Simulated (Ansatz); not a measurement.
Input and command of a plane-wave DFT calculation in Ansatz:

```yaml
crystal:
  lattice:
    - [0.0, 4.6987277972, 7.3418642003]
    - [2.3472040734, 0.0, 7.3418642003]
    - [2.3472040734, 4.6987277972, 0.0]
  atoms:
    - { symbol: Si, position: [0.5630813672, 0.5630813672, 0.9369186328] }
    - { symbol: Si, position: [0.3130813672, 0.3130813672, 0.6869186328] }
    - { symbol: Si, position: [0.6869186328, 0.6869186328, 0.3130813672] }
    - { symbol: Si, position: [0.9369186328, 0.9369186328, 0.5630813672] }
    - { symbol: O, position: [0.625, 0.125, 0.625] }
    - { symbol: O, position: [0.625, 0.625, 0.125] }
    - { symbol: O, position: [0.625, 0.625, 0.625] }
    - { symbol: O, position: [0.125, 0.625, 0.625] }
    - { symbol: O, position: [0.1856430086, 0.8143569914, 0.1856430086] }
    - { symbol: O, position: [0.8143569914, 0.1856430086, 0.8143569914] }
    - { symbol: O, position: [0.4356430086, 0.0643569914, 0.4356430086] }
    - { symbol: O, position: [0.0643569914, 0.4356430086, 0.0643569914] }
basis:
  ecutwfc: 420
kpoints:
  mp_grid: { grid: [6, 6, 6] }
hamiltonian:
  xc: lda
scf:
  occupations: { method: gaussian, width: 0.02 }
output:
  forces: true
  stress: true
  eigenvalues: true
```

```bash
ansatz run input.yaml --threads 2 --pin off --max-ram 5120MiB --backend cpu --events-out ev --progress --plain --runs-dir out
```

Processor: Oxide Virtual Turin-like Processor (Zen 5), 2 threads, on a host shared with other jobs.

Task: Estimate time, memory and problem size.

Result: About 5.7 s on 2 threads of Oxide Virtual Turin-like Processor (Zen 5), with other jobs on the host, peak memory 0.59 GiB. It solves 44 bands at 46 k points (the mesh reduced by the symmetry that the task leaves, which can be less than the crystal's) with about 3161 plane waves, in 7 SCF iterations.
